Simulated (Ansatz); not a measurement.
## Elastic constants of CaF2 (Fm-3m) under pressure

```
Ca F
1.0
     0.00000    2.71945    2.71945
     2.71945    0.00000    2.71945
     2.71945    2.71945    0.00000
Ca F
1 2
Direct
  0.00000 0.00000 0.00000
  0.25000 0.25000 0.25000
  0.75000 0.75000 0.75000
```

This is the zero-pressure cell. At each pressure cell and atoms are relaxed in this structure, and the constants are slopes of the stress at strains of ±0.005 with relaxed ions (the coefficients that govern stability under load). Level: r²SCAN, PAW on Ansatz 0.2.0's default frozen-core files (fitted under PBE), scalar-relativistic; k mesh 8×8×8, strains of ±0.005, fixed occupations, cutoff 500 eV. P is the pressure of the relaxed cell, less that of this one.

```
P (GPa)    V/V₀  C11 (GPa)  C12 (GPa)  C44 (GPa)
   0.00  1.0000      171.6       48.6       35.3
   1.00  0.9892      177.0       52.6       36.4
   2.01  0.9788      182.4       56.6       37.4
   3.99  0.9602      192.7       64.4       39.2
   6.99  0.9352      208.0       76.0       41.6
   9.99       ?          ?          ?          ?
  14.99  0.8817      246.3      106.0       46.0
```

**Question.** Does the bulk modulus from the constants agree with the pressure-volume curve?

**Answer.** A third-order Birch-Murnaghan fit to the volumes shown (F against f, f = [(V₀/V)^(2/3) − 1]/2) gives B₀ = 89.6 GPa and B′ = 4.5. Its −V dP/dV stands beside (C11 + 2C12)/3:

```
P (GPa)  from P(V)  from the constants
   0.00       89.6                89.6
   1.00       94.1                94.1
   2.01       98.6                98.6
   3.99      107.1               107.2
   6.99      119.9               120.0
  14.99      152.9               152.8
```

**Question.** What are the pressure derivatives at zero pressure?

**Answer.** Slopes at V₀ of quadratic fits in −ln(V/V₀) through the first four rows shown, divided by B₀: dC11/dP = 5.4, dC12/dP = 4.0, dC44/dP = 1.1. The mean slopes up to 2.0 GPa are 5.4, 4.0, 1.0; curvature and scatter of the constants part the two. The combination (dC11/dP + 2 dC12/dP)/3 = 4.5 stands against B′.

**Question.** Fill the row at 9.99 GPa.

**Answer.** Cubic fits in −ln(V/V₀) through all rows shown give C11 = 222.7, C12 = 87.4, C44 = 43.5 GPa. Computed: V/V₀ = 0.9132, C11 (GPa) = 222.6, C12 (GPa) = 87.4, C44 (GPa) = 43.5.

**Question.** Does a shear stiffness soften?

**Answer.** C44 goes from 35.3 to 46.0 GPa; (C11 − C12)/2 goes from 61.5 to 70.1 GPa. Neither ends more than 3 % under its start, and the lattice stays mechanically stable over this range.

Keep in mind: no other phase was computed; many crystals of this kind change structure within this range, and rows or crossings beyond such a change describe a metastable lattice; frozen-core PAW files fitted under PBE, their cores solved anew for the functional of the run; phonons weren't checked at these pressures.
